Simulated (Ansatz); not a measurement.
Runs of Ansatz 0.2.0 on Gd. The structure is hexagonal, space group P6_3/mmc (No. 194). The conventional cell has a = 3.636 Å, b = 3.636 Å, c = 5.783 Å, α = 90.00°, β = 90.00°, γ = 120.00°. Gd (site symmetry -6m2) has 12 Gd at 3.57 to 3.64 Å as nearest neighbours. 

```tsv
task	level	cell	k mesh	q mesh	points for each segment of the path	atoms under strain	gap on the mesh (eV)	pressure (GPa)	moment (μB)	relaxed volume (Å³/atom)
relaxation of cell and atoms	revPBE+D3(BJ)	relaxed	8 × 8 × 5	-	-	-	none	0.0	(a)	31.04
phonons	LDA	as given	6 × 6 × 4	2 × 2 × 2	8	-	none	-	15.07	-
elastic constants	LDA	as given	6 × 6 × 4	-	-	relaxed	none	(b)	15.07	-
relaxation of cell and atoms	BLYP+D4	relaxed	8 × 8 × 5	-	-	-	-	0.0	14.83	32.33
relaxation of cell and atoms	PBEsol	relaxed	8 × 8 × 5	-	-	-	none	0.0	15.17	31.40
```

Alike in all rows: potentials or basis Ansatz PAW; spin collinear, ferromagnetic start; cutoff (eV) 420; smearing fermi-dirac 0.05 eV.

Question: Fill in the values left out.

Answer: (a) 15.24; (b) -3.9.

Caveats: spin-orbit coupling is left out, which moves the levels of the heavy elements; the PAW data sets come from PBE, with cores solved anew for the run's functional, which leaves a small shift of forces and pressure; the plane-wave basis is chosen anew once the cell has moved, so the energies of steps on either side of that aren't comparable (some runs); pairwise dispersion overbinds metals, which lowers pressure and volume (some runs); the cell is more than 3 GPa from zero pressure, which shifts response properties (some runs); elastic constants of metals need much finer meshes, so these are rough (some runs).

A k mesh can miss the band edges, and the runs leave out spin-orbit coupling on Gd.

A gap of «none» marks a metal or a gap under the smearing width.

Runs at the PBE level aren't shown here.
